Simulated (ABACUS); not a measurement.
# InP (F-43m) in ABACUS: a series of runs

One crystal, InP, is run at these levels: BLYP, LDA, PBEsol, SCAN; tasks: relaxation of cell and atoms, single point.

Program: ABACUS 3.10.1. These are calculated values, not measurements. Logs are shortened: lines on timing, memory, paths and dates and some standing lists are left out, and cuts for length are marked.

**What was measured.**

From a printed reference work, data compilation, for a bulk crystal of InP at 1.6 K: band gap 1.4236 eV (direct).

The results are compared with them further down.

### Step 1. The structure

It takes space group F-43m (No. 216, cubic). Conventional cell: a = 5.861 Å, b = 5.861 Å, c = 5.861 Å, α = 90.00°, β = 90.00°, γ = 90.00°. In (site symmetry -43m) has 4 P at 2.54 Å as nearest neighbours. P (site symmetry -43m) is surrounded by 4 In at 2.54 Å.

### Step 2. Relaxation of cell and atoms, BLYP

Contents of run_abacus.py:

```python
"""ABACUS run from a structure file: ASE reads it, the script writes STRU, KPT and INPUT."""
import re
import subprocess
from ase.io import read
from ase.units import Bohr

atoms = read("POSCAR")
atoms = atoms[(-atoms.numbers).argsort(kind="stable")]  # ABACUS lists atoms element by element
pseudo = {'In': '49_In_13_2.5_3.1_pbe_n_v1.0.upf', 'P': '15_P_5_1.8_1.9_pbe_n_v1.0.upf'}
orbital = {'In': 'In_confined-atom_8au_2s2p2d.orb', 'P': 'P_confined-atom_7au_2s2p1d.orb'}
magmoms = None
kmesh = [7, 7, 7]
params = {
    'suffix': 'InP',
    'calculation': 'cell-relax',
    'basis_type': 'lcao',
    'pseudo_dir': './',
    'orbital_dir': './',
    'symmetry': 1,
    'dft_functional': 'GGA_X_B88+GGA_C_LYP',
    'ecutwfc': 100,
    'pseudo_rcut': 10,
    'nspin': 1,
    'nbands': 13,
    'ks_solver': 'genelpa',
    'smearing_method': 'fd',
    'smearing_sigma': 0.00367493,
    'scf_thr': 1e-07,
    'scf_nmax': 100,
    'mixing_type': 'broyden',
    'mixing_beta': 0.7,
    'cal_force': 1,
    'cal_stress': 1,
    'out_mul': 1,
    'relax_nmax': 60,
    'force_thr_ev': 0.02,
    'relax_method': 'cg',
    'out_stru': 1,
    'stress_thr': 0.2,
}

symbols = atoms.get_chemical_symbols()
elements = list(dict.fromkeys(symbols))
lines = ["ATOMIC_SPECIES"] + [f"{e} {atoms.get_masses()[symbols.index(e)]:.4f} {pseudo[e]}" for e in elements]
if orbital:
    lines += ["", "NUMERICAL_ORBITAL"] + [orbital[e] for e in elements]
lines += ["", "LATTICE_CONSTANT", f"{1 / Bohr:.10f}", "", "LATTICE_VECTORS"]
lines += [" ".join(f"{x:.10f}" for x in v) for v in atoms.cell]
lines += ["", "ATOMIC_POSITIONS", "Direct"]
for e in elements:
    lines += ["", e, "0.0", str(symbols.count(e))]
    for i, p in enumerate(atoms.get_scaled_positions(wrap=False)):
        if symbols[i] == e:
            mag = "" if magmoms is None else " mag " + " ".join(str(x) for x in (magmoms[i] if isinstance(magmoms[i], list) else [magmoms[i]]))
            lines.append(" ".join(f"{x:.10f}" for x in p) + " 1 1 1" + mag)
open("STRU", "w").write("\n".join(lines) + "\n")
open("KPT", "w").write("K_POINTS\n0\nGamma\n%d %d %d 0 0 0\n" % tuple(kmesh))
open("INPUT", "w").write("INPUT_PARAMETERS\n" + "".join(f"{k:<20s}{v}\n" for k, v in params.items()))

done = subprocess.run(['mpirun', '-np', '4', 'abacus'])
if done.returncode:
    raise SystemExit(done.returncode)
log = open("OUT.InP/running_cell-relax.log").read()
print("final energy (eV):", re.findall(r"FINAL_ETOT_IS (\S+)", log))
```

Contents of POSCAR:

```
InP
1.0
    0.0000000000      2.9305000000      2.9305000000
    2.9305000000      0.0000000000      2.9305000000
    2.9305000000      2.9305000000      0.0000000000
In P
1 1
Direct
    0.0000000000      0.0000000000      0.0000000000
    0.7500000000      0.7500000000      0.7500000000
```

Potentials or basis: SPMS ONCV 1.0 PBE, DZP LCAO (the cutoffs set its grid).

The run is started by

```console
$ OMP_NUM_THREADS=1 python run_abacus.py > log
```

running log:

```text
ABACUS v3.10.1

               Atomic-orbital Based Ab-initio Computation at UStc

 ------------------------------------------------------------------------------------

 READING GENERAL INFORMATION
                           global_out_dir = OUT.InP/
                           global_in_card = INPUT
                               pseudo_dir = ./
                              orbital_dir = ./
                                    DSIZE = 4
                                    GSIZE = 1

 READING UNITCELL INFORMATION
                                    ntype = 2
                  lattice constant (Bohr) = 1.88973
              lattice constant (Angstrom) = 1

 READING ATOM TYPE 1
                               atom label = In
                      L=0, number of zeta = 2
                      L=1, number of zeta = 2
                      L=2, number of zeta = 2
             number of atom for this type = 1

 READING ATOM TYPE 2
                               atom label = P
                      L=0, number of zeta = 2
                      L=1, number of zeta = 2
                      L=2, number of zeta = 1
             number of atom for this type = 1

                        TOTAL ATOM NUMBER = 2
DIRECT COORDINATES
    atom                   x                   y                   z     mag                  vx                  vy                  vz
taud_In1            0.0000000000        0.0000000000        0.0000000000  0.0000        0.0000000000        0.0000000000        0.0000000000
taud_P1            0.7500000000        0.7500000000        0.7500000000  0.0000        0.0000000000        0.0000000000        0.0000000000

                          Volume (Bohr^3) = 339.666
                             Volume (A^3) = 50.3332

 Lattice vectors: (Cartesian coordinate: in unit of a_0)
                   +0             +2.9305             +2.9305
              +2.9305                  +0             +2.9305
              +2.9305             +2.9305                  +0
 Reciprocal vectors: (Cartesian coordinate: in unit of 2 pi/a_0)
            -0.170619           +0.170619           +0.170619
            +0.170619           -0.170619           +0.170619
            +0.170619           +0.170619           -0.170619
 The esolver type has been set to : ksdft_lcao

                PAO radial cut off (Bohr) = 10

 Read in pseudopotential file is 49_In_13_2.5_3.1_pbe_n_v1.0.upf
                     pseudopotential type = NC
          exchange-correlation functional = PBE
                 nonlocal core correction = 1
                        valence electrons = 13
                                     lmax = 2
                           number of zeta = 3
                     number of projectors = 6
                           L of projector = 0
                           L of projector = 0
                           L of projector = 1
                           L of projector = 1
                           L of projector = 2
                           L of projector = 2
 XC functional updated to : GGA_X_B88+GGA_C_LYP
          exchange-correlation functional = GGA_X_B88+GGA_C_LYP
                PAO radial cut off (Bohr) = 10

 Read in pseudopotential file is 15_P_5_1.8_1.9_pbe_n_v1.0.upf
                     pseudopotential type = NC
          exchange-correlation functional = PBE
                 nonlocal core correction = 1
                        valence electrons = 5
                                     lmax = 2
                           number of zeta = 2
                     number of projectors = 6
                           L of projector = 0
                           L of projector = 0
                           L of projector = 1
                           L of projector = 1
                           L of projector = 2
                           L of projector = 2
 XC functional updated to : GGA_X_B88+GGA_C_LYP
          exchange-correlation functional = GGA_X_B88+GGA_C_LYP
     initial pseudo atomic orbital number = 13

 SETUP THE ELECTRONS NUMBER
            electron number of element In = 13
      total electron number of element In = 13
             electron number of element P = 5
       total electron number of element P = 5
            AUTOSET number of electrons:  = 18
                           occupied bands = 9
                                   NLOCAL = 31
                                   NBANDS = 13
                                   NBANDS = 13
                                   NLOCAL = 31

%%%%%%%%%%%%%%%%%%%%%%%%%%%%%%%%%%%%%%%%%%%%%%%%%%%%%%%%%%%%%%%%%%%%%%%%%%%%%%%%%%%%%%%%%%%%%%%%%%%%%%%%%%
 Warning: the number of valence electrons in pseudopotential > 3 for In: [Kr] 4d10 5s2 5p1
 Pseudopotentials with additional electrons can yield (more) accurate outcomes, but may be less efficient.
 If you're confident that your chosen pseudopotential is appropriate, you can safely ignore this warning.
%%%%%%%%%%%%%%%%%%%%%%%%%%%%%%%%%%%%%%%%%%%%%%%%%%%%%%%%%%%%%%%%%%%%%%%%%%%%%%%%%%%%%%%%%%%%%%%%%%%%%%%%%%

 SETUP THE PLANE WAVE BASIS
 energy cutoff for charge/potential (unit:Ry) = 400
            fft grid for charge/potential = [ 50, 50, 50 ]
                        fft grid division = [ 5, 5, 5 ]
        big fft grid for charge/potential = [ 10, 10, 10 ]
                                     nbxx = 300
                                     nrxx = 37500

 SETUP PLANE WAVES FOR CHARGE/POTENTIAL
                    number of plane waves = 45767
                         number of sticks = 1675

 PARALLEL PW FOR CHARGE/POTENTIAL
     PROC   COLUMNS(POT)             PW
        1            419          11441
        2            419          11443
        3            419          11443
        4            418          11440
 --------------- sum -------------------
        4           1675          45767
                            number of |g| = 416
                                  max |g| = 36.0976
                                  min |g| = 0

----------- Double Check Mixing Parameters Begin ------------
mixing_type: broyden
mixing_beta: 0.7
mixing_gg0: 1
mixing_gg0_min: 0.1
mixing_ndim: 8
----------- Double Check Mixing Parameters End ------------

 LATTICE VECTORS: (CARTESIAN COORDINATE: IN UNIT OF A0)
                   +0             +2.9305             +2.9305
              +2.9305                  +0             +2.9305
              +2.9305             +2.9305                  +0
                       right hand lattice = 1
                                   NORM_A = 4.14435
                                   NORM_B = 4.14435
                                   NORM_C = 4.14435
                           ALPHA (DEGREE) = 60
                           BETA  (DEGREE) = 60
                           GAMMA (DEGREE) = 60

 The lattice vectors have been changed (STRU_SIMPLE.cif)

(for optimal symmetric configuration:)
                             BRAVAIS TYPE = 3
                     BRAVAIS LATTICE NAME = 03. Cubic F (face-centered)
                                    ibrav = 3
                                    IBRAV = 3
                                  BRAVAIS = FACE CENTERED CUBIC
                       LATTICE CONSTANT A = 5.861
Original cell was already a primitive cell.
                        ROTATION MATRICES = 48
              PURE POINT GROUP OPERATIONS = 24
                   SPACE GROUP OPERATIONS = 24
                                       C2 = 3
                                       C3 = 8
                                       C4 = 0
                                       C6 = 0
                                       S1 = 6
                                       S3 = 0
                                       S4 = 6
                                       S6 = 0
                              POINT GROUP = T_d
                                       C2 = 3
                                       C3 = 8
                                       C4 = 0
                                       C6 = 0
                                       S1 = 6
                                       S3 = 0
                                       S4 = 6
                                       S6 = 0
               POINT GROUP IN SPACE GROUP = T_d

 SETUP K-POINTS
                                    nspin = 1
                   Input type of k points = Monkhorst-Pack(Gamma)
                                   nkstot = 343
                       right hand lattice = 1
(for reciprocal lattice: )
                             BRAVAIS TYPE = 2
                     BRAVAIS LATTICE NAME = 02. Cubic I (body-centered)
                                    ibrav = 2
                       right hand lattice = 1
(for k-lattice: )
                             BRAVAIS TYPE = 2
                     BRAVAIS LATTICE NAME = 02. Cubic I (body-centered)
                                    ibrav = 2
                       right hand lattice = 1
                        ROTATION MATRICES = 48
                               nkstot_ibz = 20
K-POINTS REDUCTION ACCORDING TO SYMMETRY
     IBZ    DIRECT_X    DIRECT_Y    DIRECT_Z  WEIGHT  ibz2bz
       1  0.00000000  0.00000000  0.00000000  0.0029       0
       2  0.14285714  0.14285714  0.14285714  0.0233       1
       3  0.28571429  0.28571429  0.28571429  0.0233       2
       4  0.42857143  0.42857143  0.42857143  0.0233       3
       5  0.14285714  0.14285714  0.00000000  0.0175       8
       6  0.28571429  0.14285714  0.28571429  0.0700       9
[... 12 lines left out ...]
      19 -0.42857143  0.42857143  0.14285714  0.0700      74
      20 -0.28571429  0.42857143  0.28571429  0.0700      75

                               nkstot now = 20
[... K-POINTS DIRECT COORDINATES: 20 rows ...]

           k-point number in this process = 20
       minimum distributed K point number = 20
[... stars of the k points ...]

[... K-POINTS CARTESIAN COORDINATES: 20 rows ...]

[... K-POINTS DIRECT COORDINATES: 20 rows ...]

 SETUP PLANE WAVES FOR WAVE FUNCTIONS
     energy cutoff for wavefunc (unit:Ry) = 100
              fft grid for wave functions = [ 50, 50, 50 ]
                    number of plane waves = 7239
                         number of sticks = 499

 PARALLEL PW FOR WAVE FUNCTIONS
     PROC   COLUMNS(POT)             PW
        1            125           1811
        2            125           1811
        3            124           1808
        4            125           1809
 --------------- sum -------------------
        4            499           7239

 SET NONLOCAL PSEUDOPOTENTIAL PROJECTORS
 SET NONLOCAL PSEUDOPOTENTIAL PROJECTORS
 max number of nonlocal projetors among all species is 6

 -------------------------------------------
 STEP OF RELAXATION : 1
 -------------------------------------------

 SETUP SEARCHING RADIUS FOR PROGRAM TO SEARCH ADJACENT ATOMS
                  longest orb rcut (Bohr) = 8
   longest nonlocal projector rcut (Bohr) = 3.1
                     search radius (Bohr) = 22.2
              searching radius is (Bohr)) = 22.2
         searching radius unit is (Bohr)) = 1.89
                         PeriodicBoundary = 1
                        Radius(unit:lat0) = 11.7
                                   glayer = [ 5, 5, 5 ]
                             glayer_minus = [ 4, 4, 4 ]

Find the coordinate range of the input atom(unit:lat0).
                                  min_tau = [ -23.4, -23.4, -23.4 ]
                                  max_tau = [ 27.8, 27.8, 27.8 ]
                                BoxNumber = [ 9, 9, 9 ]

 SETUP EXTENDED REAL SPACE GRID FOR GRID INTEGRATION
                          real space grid = [ 50, 50, 50 ]
                 big cell numbers in grid = [ 10, 10, 10 ]
             meshcell numbers in big cell = [ 5, 5, 5 ]
                        extended fft grid = [ 13, 13, 13 ]
                dimension of extened grid = [ 37, 37, 37 ]
                            UnitCellTotal = 125
              Atom number in sub-FFT-grid = 2
    Local orbitals number in sub-FFT-grid = 31
                                ParaV.nnr = 20836
                                 init_chg = atomic

 LCAO ALGORITHM --------------- ION=   1  ELEC=   1--------------------------------

 Density error is 0.0802414816675
----------------------------------------------------------
     Energy           Rydberg                 eV
----------------------------------------------------------
 E_KohnSham     -136.2567008472      -1853.8675222029
 E_Harris       -137.0626205074      -1864.8326217124
 E_Fermi        0.5767786608         7.8474762712
----------------------------------------------------------
[... 3131 lines left out ...]
 Largest gradient in force is 0.000000 eV/A.
 Threshold is 0.020000 eV/A.

 Largest gradient in stress is 0.197311 kbar.
 Threshold is 0.200000 kbar.

 Relaxation is converged!

 --------------------------------------------
 !FINAL_ETOT_IS -1854.4045027494796614 eV
 --------------------------------------------
```

Run time: 33 s. Hardware: 4 MPI ranks of AMD EPYC 9R14 (Zen 4), shared host; peak memory 0.4 GiB.

What came out:

| Item | Value |
| --- | --- |
| Free energy | -1854.4045 eV |
| Relaxed volume | 28.24 Å³/atom |
| Relaxed cell | a = 4.306 Å, b = 4.306 Å, c = 4.306 Å, α = 60.00°, β = 60.00°, γ = 60.00° |
| Space group after relaxing (to 0.05 Å) | F-43m (No. 216) |
| Energy gained by relaxing | 63.4 meV/atom |
| Ionic steps | 35 |
| Pressure after relaxing | 0.0 GPa |
| Mulliken charges | In +0.06; P -0.06 e |

Step by step:
| step | energy change (eV) | largest force (eV/Å) | pressure (GPa) | volume (Å³) |
| --- | --- | --- | --- | --- |
| 1 | 0.0000 | 0.0000 | 7.44 | 50.33 |
| 2 | -0.1033 | 0.0000 | -2.26 | 59.68 |
| 3 | -0.1268 | 0.0000 | 0.02 | 56.47 |
| 4 | -0.1268 | 0.0000 | 0.02 | 56.47 |
| 5 | -0.1268 | 0.0000 | 0.02 | 56.47 |
| 6 | -0.1268 | 0.0000 | 0.02 | 56.47 |
| 7 | -0.1268 | 0.0000 | 0.02 | 56.47 |
| 8 | -0.1268 | 0.0000 | 0.02 | 56.47 |
| 9 | -0.1268 | 0.0000 | 0.02 | 56.47 |
| 10 | -0.1268 | 0.0000 | 0.02 | 56.47 |
| 11 | -0.1268 | 0.0000 | 0.02 | 56.47 |
| 12 | -0.1268 | 0.0000 | 0.02 | 56.47 |
| 13 | -0.1268 | 0.0000 | 0.02 | 56.47 |
| 14 | -0.1268 | 0.0000 | 0.02 | 56.47 |
| 15 | -0.1268 | 0.0000 | 0.02 | 56.47 |
| 16 | -0.1268 | 0.0000 | 0.02 | 56.47 |
| 17 | -0.1268 | 0.0000 | 0.02 | 56.47 |
| 18 | -0.1268 | 0.0000 | 0.02 | 56.47 |
| 19 | -0.1268 | 0.0000 | 0.02 | 56.47 |
| 20 | -0.1268 | 0.0000 | 0.02 | 56.47 |
| 21 | -0.1268 | 0.0000 | 0.02 | 56.47 |
| 22 | -0.1268 | 0.0000 | 0.02 | 56.47 |
| 23 | -0.1268 | 0.0000 | 0.02 | 56.47 |
| 24 | -0.1268 | 0.0000 | 0.02 | 56.47 |
| 25 | -0.1268 | 0.0000 | 0.02 | 56.47 |
| 26 | -0.1268 | 0.0000 | 0.02 | 56.47 |
| 27 | -0.1268 | 0.0000 | 0.02 | 56.47 |
| 28 | -0.1268 | 0.0000 | 0.02 | 56.47 |
| 29 | -0.1268 | 0.0000 | 0.02 | 56.47 |
| 30 | -0.1268 | 0.0000 | 0.02 | 56.47 |
| 31 | -0.1268 | 0.0000 | 0.02 | 56.47 |
| 32 | -0.1268 | 0.0000 | 0.02 | 56.47 |
| 33 | -0.1268 | 0.0000 | 0.02 | 56.47 |
| 34 | -0.1268 | 0.0000 | 0.02 | 56.47 |
| 35 | -0.1268 | 0.0000 | 0.02 | 56.48 |

Final structure:
```
In P
1.0
     0.00000    3.04515    3.04515
     3.04515    0.00000    3.04515
     3.04515    3.04515    0.00000
In P
1 1
Direct
  0.00000 0.00000 0.00000
  0.75000 0.75000 0.75000
```

Caveat: the atomic orbitals were generated for these runs and aren't a published set; Mulliken charges move with the basis; the potentials were made for another functional, which shifts forces and pressure; the volume moved by +12 % from the deposited cell, more than functionals usually miss; the basis of atomic orbitals isn't converged, which shifts pressures, moduli and gaps.

### Step 3. Single point, LDA

Contents of INPUT:

```
INPUT_PARAMETERS
suffix              InP
calculation         scf
basis_type          lcao
pseudo_dir          ./
orbital_dir         ./
symmetry            1
dft_functional      pz
ecutwfc             100
pseudo_rcut         10
nspin               1
nbands              19
ks_solver           genelpa
smearing_method     fd
smearing_sigma      0.00367493
scf_thr             1e-07
scf_nmax            100
mixing_type         broyden
mixing_beta         0.7
cal_force           1
cal_stress          1
out_mul             1
out_chg             1
```

Contents of STRU:

```
ATOMIC_SPECIES
In 114.8180 In.upf
P 30.9738 P.upf

NUMERICAL_ORBITAL
In_confined-atom_8au_2s2p2d.orb
P_confined-atom_7au_2s2p1d.orb

LATTICE_CONSTANT
1.8897261246

LATTICE_VECTORS
0.0000000000 2.9305000000 2.9305000000
2.9305000000 0.0000000000 2.9305000000
2.9305000000 2.9305000000 0.0000000000

ATOMIC_POSITIONS
Direct

In
0.0
1
0.0000000000 0.0000000000 0.0000000000 1 1 1

P
0.0
1
0.7500000000 0.7500000000 0.7500000000 1 1 1
```

Contents of KPT:

```
K_POINTS
0
Gamma
7 7 7 0 0 0
```

Potentials or basis: PseudoDojo NC SR 0.4.1 LDA standard, DZP LCAO (the cutoffs set its grid).

The run is started by

```console
$ OMP_NUM_THREADS=1 mpirun -np 4 abacus > log
```

It took 3.2 s on 4 MPI ranks of Intel Xeon Platinum 8488C (Sapphire Rapids), shared host; peak memory 0.4 GiB.

It converged, with:

| Quantity | Value |
| --- | --- |
| Free energy | -1991.9517 eV |
| Pressure | -0.6 GPa |
| Band gap on the k mesh | 0.73 eV, direct |
| Mulliken charges | In -0.10; P +0.10 e |

Levels at points of the mesh, in eV from the valence-band top:
| k point | band 7 | band 8 | band 9 | band 10 | band 11 | band 12 |
| --- | --- | --- | --- | --- | --- | --- |
| (0.00, 0.00, 0.00) | 0.00 | 0.00 | 0.00 | 0.73 | 3.97 | 3.97 |

Caveat: the atomic orbitals were generated for these runs and aren't a published set; Mulliken charges move with the basis; spin-orbit coupling is left out, which moves the levels of the heavy elements; the basis of atomic orbitals isn't converged, which shifts pressures, moduli and gaps.

(Part 1 of 2 ends here.)
